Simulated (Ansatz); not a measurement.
## Os: equation of state with revPBE+D3(BJ)

Crystal: Os.

```xyz
2
Lattice="2.7341 0.0000 0.0000 -1.3671 2.3678 0.0000 0.0000 0.0000 4.3197" Properties=species:S:1:pos:R:3 pbc="T T T"
Os    1.3671    0.7893    3.2398
Os    0.0000    1.5785    1.0799
```

```yaml
Program: Ansatz 0.2.0
Task: equation of state
Functional: revPBE
Dispersion: D3(BJ)
Potentials_or_basis: Ansatz PAW
Cutoff: 420 eV
Density_cutoff: 1680 eV
k_mesh: 11 × 11 × 6
Occupations: fermi-dirac, width 0.05 eV
Spin: no spin polarisation
```

* Equilibrium volume: 13.90 Å³/atom
* Bulk modulus at fixed shape and positions: 427 GPa
* Pressure derivative of the bulk modulus: 4.8

Energy against volume, from the lowest point:
```
volume (Å³/atom)  energy (meV/atom)
          13.143              60.68
          13.423              22.82
          13.703               3.26
          13.982               0.00
          14.262              11.26
          14.542              35.44
          14.821              71.09
```

All runs of the series together: 6.6 s on 2 threads of Arm Neoverse V2, with other jobs on the host.

Caveat: the potentials were made for another functional, which shifts forces and pressure; the cell was scaled at fixed shape and fractional positions, which overstates the stiffness of a crystal with free parameters, most of all of layers and chains. Spin-orbit coupling is left out, which matters for the levels of Os.
